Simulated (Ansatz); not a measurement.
# BaTiO3: response to strain

Aim: deform BaTiO3 (equal xx and yy strain of -1 %) and compute stress, forces and field gradients with LAPW, PAW and all-electron datasets made for the crystal.

Program: Ansatz 0.2.0. Level of theory: DFT PBEsol, scalar-relativistic. These are calculated values, not measurements.

### 1 The structure to begin with

Symmetry: Amm2, No. 38, orthorhombic system. Conventional cell: a = 3.984 Å, b = 5.674 Å, c = 5.692 Å, α = 90.00°, β = 90.00°, γ = 90.00°. Ba (site symmetry mm2) has 12 O at 2.80 to 2.89 Å as nearest neighbours. Around Ti (site symmetry mm2) lie 6 O at 1.95 to 2.07 Å. O (site symmetry mm2) has 2 Ti at 1.99 Å and 4 Ba at 2.80 to 2.89 Å as nearest neighbours. Around O (site symmetry m) lie 2 Ti at 1.95 to 2.07 Å and 4 Ba at 2.82 to 2.84 Å.

Structure file:

```cif
data_structure
_symmetry_space_group_name_H-M 'P 1'
_symmetry_Int_Tables_number 1
_cell_length_a 3.9841
_cell_length_b 4.0184
_cell_length_c 4.0184
_cell_angle_alpha 89.824
_cell_angle_beta 90.000
_cell_angle_gamma 90.000
_cell_volume 64.33
loop_
_atom_site_label
_atom_site_type_symbol
_atom_site_fract_x
_atom_site_fract_y
_atom_site_fract_z
_atom_site_occupancy
Ba1 Ba 0.00000 0.00000 0.00000 1
Ti1 Ti 0.50000 0.50790 0.50790 1
O1 O 0.00000 0.49210 0.49210 1
O2 O 0.50000 0.50251 0.99371 1
O3 O 0.50000 0.99371 0.50251 1
```

Atoms are numbered in the order of the input: Ba1, Ti2, O3, O4, O5.

### 2 After the deformation

Space group Amm2 before, Amm2 after.

### 3 Full-potential LAPW

input.yaml

```yaml
crystal:
  lattice:
    - [3.944259, 0.0, 0.0]
    - [0.0, 2.8086795, 2.8458]
    - [0.0, -2.8086795, 2.8458]
  atoms:
    - { symbol: Ba, position: [0.0, 0.0, 0.0] }
    - { symbol: Ti, position: [0.5, 0.5079, 0.5079] }
    - { symbol: O, position: [0.0, 0.4921, 0.4921] }
    - { symbol: O, position: [0.5, 0.50251, 0.99371] }
    - { symbol: O, position: [0.5, 0.99371, 0.50251] }
kpoints:
  mp_grid: { grid: [8, 8, 8] }
  band_path:
    path:
      - [0.0, 0.0, 0.0]
      - [0.0, 0.5, 0.5]
      - [0.0, 0.5064794435, 0.4935205565]
      - [0.0, 0.4935205565, -0.4935205565]
      - [0.0, 0.0, 0.0]
      - [0.5, 0.0, 0.0]
      - [0.5, 0.4935205565, -0.4935205565]
      - [0.5, 0.5064794435, 0.4935205565]
      - [0.5, 0.5, 0.5]
    npoints: 5
scf:
  occupations: { method: fermi_dirac, width: 0.05 }
hamiltonian:
  xc: pbesol
  pseudopotentials: { kind: all_electron, lapw: { basis_error: 0.001 } }
output:
  forces: true
  stress: true
  eigenvalues: true
```

Launch:

```console
$ ansatz run input.yaml --threads 2 --pin off --max-ram 8192MiB --backend cpu --events-out ev --progress --plain --runs-dir out
```

### 4 Frozen-core PAW

input.yaml

```yaml
crystal:
  lattice:
    - [3.944259, 0.0, 0.0]
    - [0.0, 2.8086795, 2.8458]
    - [0.0, -2.8086795, 2.8458]
  atoms:
    - { symbol: Ba, position: [0.0, 0.0, 0.0] }
    - { symbol: Ti, position: [0.5, 0.5079, 0.5079] }
    - { symbol: O, position: [0.0, 0.4921, 0.4921] }
    - { symbol: O, position: [0.5, 0.50251, 0.99371] }
    - { symbol: O, position: [0.5, 0.99371, 0.50251] }
kpoints:
  mp_grid: { grid: [8, 8, 8] }
scf:
  occupations: { method: fermi_dirac, width: 0.05 }
hamiltonian:
  xc: pbesol
  pseudopotentials: { kind: paw }
output:
  forces: true
  stress: true
  eigenvalues: true
  efg: { contact_densities: true }
```

### 5 Datasets made for this crystal

Changes to input.yaml since step 4:

```diff
@@ -17,3 +17,3 @@
   xc: pbesol
-  pseudopotentials: { kind: paw }
+  pseudopotentials: { kind: all_electron, datasets: crystal }
 output:
```

(Steps that only read results are left out.)

**Question.** What will these runs give? Wanted: pressure; largest shear or deviatoric stress.

The runs gave:

| quantity | value |
| --- | --- |
| pressure | LAPW -0.94, PAW -0.95, crystal datasets -0.94 GPa |
| largest shear or deviatoric stress (LAPW) | 2.29 GPa |

What this shows: The largest part of the stress beyond the pressure is 2.29 GPa in size, in the zz component; the atoms are carried along and not relaxed. No run of the undeformed cell stands beside it, so the pressure holds what the given cell had before the change. PAW: stress within 0.01 GPa of LAPW, forces within 4 meV/Å. Crystal datasets: stress within 0.01 GPa of LAPW, forces within 1 meV/Å. Spin-orbit coupling is left out, though the cell holds Ba; in elements this heavy it can shift bands and gaps by tenths of an eV.
